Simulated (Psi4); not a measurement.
# C2H4O2 (acetic acid), step by step

Wanted: a structure relaxation (MP2/def2-SVP), then vibrational wavenumbers of C2H4O2 (acetic acid). 

Program for the calculation: Psi4 1.11.

### Step 1. The system as given

C2H4O2 has 8 atoms, charge 0, and is taken as a singlet. SMILES: `CC(=O)O`. The shape is that of a PBE0-D4/def2-TZVP optimisation. This is one conformer, not always the lowest. The run starts from this shape.

Bond lengths: C1–C2 1.495 Å, C2–O3 1.200 Å, C2–O4 1.346 Å, C1–H5 1.092 Å, C1–H6 1.092 Å, C1–H7 1.087 Å, O4–H8 0.968 Å. Angles: C1–C2–O3 126.0°, C1–C2–O4 111.6°, O3–C2–O4 122.4°, C2–C1–H5 109.8°, C2–C1–H6 109.8°, C2–C1–H7 109.6°, C2–O4–H8 106.4°, H5–C1–H6 107.3°, H5–C1–H7 110.2°, H6–C1–H7 110.2°.

### Step 2. A geometry optimisation at MP2/def2-SVP (density fitting, density fitting for correlation) (run 1)

job.dat

```
memory 1600 MB

molecule {
  C
  C 1 1.495311
  O 2 1.200013 1 125.97899
  O 2 1.346453 3 122.41665 1 179.99408
  H 1 1.091629 2 109.76219 3 121.13797
  H 1 1.091581 5 107.28544 2 -119.21769
  H 1 1.086557 6 110.18397 5 119.95974
  H 4 0.967526 2 106.44626 3 -0.0013
}

set {
  basis def2-SVP
  geom_maxiter 60
  num_frozen_docc 4
}

E = opt('mp2')
```

The run is started by

```
$ psi4 -n 1 job.dat job.out
```

job.out:

```text
[...]
  Running in c1 symmetry.
[...]
  Nuclear repulsion =  121.695241515313640
[...]
  Multiplicity = 1
[...]
  Nalpha       = 16
  Nbeta        = 16
[...]
    Number of basis functions: 76
[...]
   @DF-RHF iter   1:  -227.49864824167139   -6.23146e-01   7.21553e-03 ADIIS/DIIS
[...]
   @DF-RHF iter  13:  -227.63847046585505   -2.55795e-13   3.30932e-11 DIIS
[...]
    Orbital Energies [Eh]
    ---------------------
    Doubly Occupied:
       1A    -20.607512     2A    -20.545476     3A    -11.391878
       4A    -11.253200     5A     -1.449843     6A     -1.343578
       7A     -1.017177     8A     -0.818017     9A     -0.700743
      10A     -0.681232    11A     -0.651650    12A     -0.584777
      13A     -0.571957    14A     -0.561072    15A     -0.482402
      16A     -0.455496
[...]
  @DF-RHF Final Energy:  -227.63847046585505
   => Energetics <=
    Nuclear Repulsion Energy =            121.0472809441078113
    One-Electron Energy =                -551.1394857496380837
    Two-Electron Energy =                 202.4537343396752362
    Total Energy =                       -227.6384704658550504
[...]
 Multipole Moments:
 ------------------------------------------------------------------------------------
     Multipole            Electronic (a.u.)      Nuclear  (a.u.)        Total (a.u.)
 ------------------------------------------------------------------------------------
 L = 1.  Multiply by 2.5417464519 to convert [e a0] to [Debye]
 Dipole X            :          0.0000219           -0.0000509           -0.0000290
 Dipole Y            :         -0.1638323            0.7688792            0.6050468
 Dipole Z            :          3.2756128           -3.7033820           -0.4277692
 Magnitude           :                                                    0.7409913
[...]
  -Total Gradient:
     Atom            X                  Y                   Z
    ------   -----------------  -----------------  -----------------
       1        0.000001067325    -0.000001498252    -0.000006420579
       2       -0.000001727297     0.000057271093     0.000020808440
       3        0.000000376189    -0.000006216073     0.000009613182
       4        0.000000556298    -0.000053854222    -0.000035713125
       5       -0.000007124446     0.000006345453    -0.000004859742
       6        0.000006740469     0.000006607658    -0.000005124674
       7        0.000000014957    -0.000009013097     0.000000429974
       8        0.000000096504     0.000000357439     0.000021266524
[...]
    Final optimized geometry and variables:
    Molecular point group: c1
    Full point group: C1
    Geometry (in Angstrom), charge = 0, multiplicity = 1:
    C
    C             1    1.503259
    O             2    1.208808      1  126.062227
    O             2    1.352396      3  122.750176      1  179.999415
    H             1    1.097790      2  109.641874      3  121.054466
    H             1    1.097787      5  107.550836      2 -119.159483
    H             1    1.094032      6  110.200486      5  120.148668
    H             4    0.971153      2  105.615582      3   -0.000525
    Psi4 run time: 0:00:17.63
[...]
```

The script printed:

```text
Optimizer: Optimization complete!
```

Wall time 19 s (1 thread of AMD EPYC 7R43 (Zen 3), shared host); peak memory 0.23 GiB.

The path in brief:

```
step  energy from the first frame kept (eV)  largest force (eV/Å)
   0                                 0.0000                0.8857
   1                                -0.0092                0.0837
   2                                -0.0093                0.0167
   3                                -0.0092                0.0800
   4                                -0.0094                0.0033
```

After the run. Bond lengths: C1–C2 1.503 Å, C2–O3 1.209 Å, C2–O4 1.352 Å, C1–H5 1.098 Å, C1–H6 1.098 Å, C1–H7 1.094 Å, O4–H8 0.971 Å. Angles: C1–C2–O3 126.1°, C1–C2–O4 111.2°, O3–C2–O4 122.8°, C2–C1–H5 109.6°, C2–C1–H6 109.6°, C2–C1–H7 109.6°, C2–O4–H8 105.6°, H5–C1–H6 107.6°, H5–C1–H7 110.2°, H6–C1–H7 110.2°.

### Step 3. Vibrational wavenumbers at MP2/def2-SVP (density fitting, density fitting for correlation) (run 2)

c2h4o2.xyz

```xyz
8
C2H4O2
C     -0.014924     0.935698    -0.240331
C      0.293708    -0.476268     0.173055
O      1.381725    -0.907479     0.475532
O     -0.821427    -1.241407     0.169643
H     -0.454755     0.937949    -1.246157
H     -0.755198     1.367623     0.445652
H      0.903375     1.530245    -0.228267
H     -0.532087    -2.126390     0.445732
```

c2h4o2.py

```python
import psi4

psi4.set_memory('1600 MB')
psi4.set_num_threads(1)
psi4.set_output_file('output.dat', False)

with open('c2h4o2.xyz') as f:
    atoms = ''.join(f.readlines()[2:])
geom = psi4.geometry('0 1\n' + atoms + '')

psi4.set_options({
    'basis': 'def2-SVP',
    't': 298.15,
    'num_frozen_docc': 4,
    'rotational_symmetry_number': 1,
})

energy_value, wavefunction = psi4.frequencies('mp2', return_wfn=True)
print(f'total energy {energy_value:.8f} hartree = {energy_value * 27.211386:.5f} eV')
print('wavenumbers / cm^-1:', wavefunction.frequencies().np.round(1))
for k in ('ZPVE', 'ENTHALPY', 'GIBBS FREE ENERGY'):
    print(f'{k}: {psi4.variable(k):.8f} Eh')
for k, v in sorted(psi4.core.scalar_variables().items()):
    print(f'{k:45s} {v:18.10f}')
```

The run is started by

```
$ python c2h4o2.py
```

output.dat:

```text
[...]
  Running in c1 symmetry.
[...]
  Nuclear repulsion =  121.047280219832231
[...]
  Multiplicity = 1
[...]
  Nalpha       = 16
  Nbeta        = 16
[...]
    Number of basis functions: 76
[...]
   @DF-RHF iter   1:  -227.49605786060744   -6.77746e-01   7.23787e-03 DIIS/ADIIS
[...]
   @DF-RHF iter  16:  -227.63849207539175    3.69482e-13   5.65288e-11 DIIS
[...]
    Orbital Energies [Eh]
    ---------------------
    Doubly Occupied:
       1A    -20.607476     2A    -20.545485     3A    -11.391881
       4A    -11.253206     5A     -1.449909     6A     -1.343630
       7A     -1.017205     8A     -0.818132     9A     -0.700781
      10A     -0.681235    11A     -0.651662    12A     -0.584813
      13A     -0.571967    14A     -0.561082    15A     -0.482415
      16A     -0.455505
[...]
  @DF-RHF Final Energy:  -227.63849207539175
   => Energetics <=
    Nuclear Repulsion Energy =            121.0506017676240589
    One-Electron Energy =                -551.1454161789080217
    Two-Electron Energy =                 202.4563223358921960
    Total Energy =                       -227.6384920753917527
[...]
 Multipole Moments:
 ------------------------------------------------------------------------------------
     Multipole            Electronic (a.u.)      Nuclear  (a.u.)        Total (a.u.)
 ------------------------------------------------------------------------------------
 L = 1.  Multiply by 2.5417464519 to convert [e a0] to [Debye]
 Dipole X            :          0.8304726           -1.5014715           -0.6709989
 Dipole Y            :         -3.0369466            3.2918580            0.2549114
 Dipole Z            :          0.9177033           -1.1024843           -0.1847811
 Magnitude           :                                                    0.7411906
[...]
  -Total Gradient:
     Atom            X                  Y                   Z
    ------   -----------------  -----------------  -----------------
       1       -0.000016920922    -0.000006439617    -0.000193147492
       2       -0.000020226516    -0.000032204094    -0.000022658075
       3        0.000011916803    -0.000004663616     0.000025427734
       4        0.000187548211    -0.000399091339     0.000200744637
       5       -0.000091828565    -0.000055563413     0.000001102676
       6        0.000048346209     0.000048942278     0.000008628544
       7        0.000023144810     0.000004217720     0.000164149055
       8       -0.000141980029     0.000444802083    -0.000184247079
[...]
  ==> Harmonic Vibrational Analysis <==
[...]
  Freq [cm^-1]                 92.2557             431.1036            550.1072
[...]
  IR activ [km/mol]             0.3993              3.8200             13.9116
[...]
  Freq [cm^-1]                 598.7200            684.1490            895.1214
[...]
  IR activ [km/mol]            60.2645             147.1151             0.8447
[...]
  Freq [cm^-1]                1017.9674           1076.8864           1233.1986
[...]
  IR activ [km/mol]            52.9111             14.8986             225.5627
[...]
  Freq [cm^-1]                1362.2832           1444.9527           1480.9185
[...]
  IR activ [km/mol]            32.6337             121.7548            15.8550
[...]
  Freq [cm^-1]                1486.8431           1885.3658           3121.5804
[...]
  IR activ [km/mol]             9.3598             438.9627             2.1283
[...]
  Freq [cm^-1]                3230.0822           3268.6654           3819.1373
[...]
  IR activ [km/mol]             4.8373              5.1924             126.6356
[...]
  Total E_0, Enthalpy at 0 [K]                                                         -228.21348059 [Eh]
[...]
  Total H, Enthalpy at  298.15 [K]                                                     -228.20804687 [Eh]
[...]
  Total G, Gibbs energy at  298.15 [K]                                                 -228.24046332 [Eh]
[...]
```

Run time: 2.3 min. Hardware: 1 thread of AMD EPYC 7R43 (Zen 3), shared host; peak memory 0.22 GiB.

### Step 4. What came out

| quantity | value |
| --- | --- |
| run 1, MP2/def2-SVP: total energy at the end | -228.27654 Eh |
| run 1, MP2/def2-SVP: correlation energy (4 core orbitals frozen) | -638.1 mEh |
| run 2, MP2/def2-SVP: lowest harmonic wavenumber | 92 cm⁻¹ |
| run 2, MP2/def2-SVP: highest harmonic wavenumber | 3819 cm⁻¹ |
| run 2, MP2/def2-SVP: zero-point energy | 165.6 kJ/mol |
| run 2, MP2/def2-SVP: ideal-gas entropy at 298.15 K (symmetry number 1 as used) | 68.2 cal/(mol K) |

**Reading.** The optimisation (run 1, MP2/def2-SVP) took 5 steps and changed the energy by -0.009 eV. All 18 modes (run 2, MP2/def2-SVP) are real, so the shape is a minimum at this level.
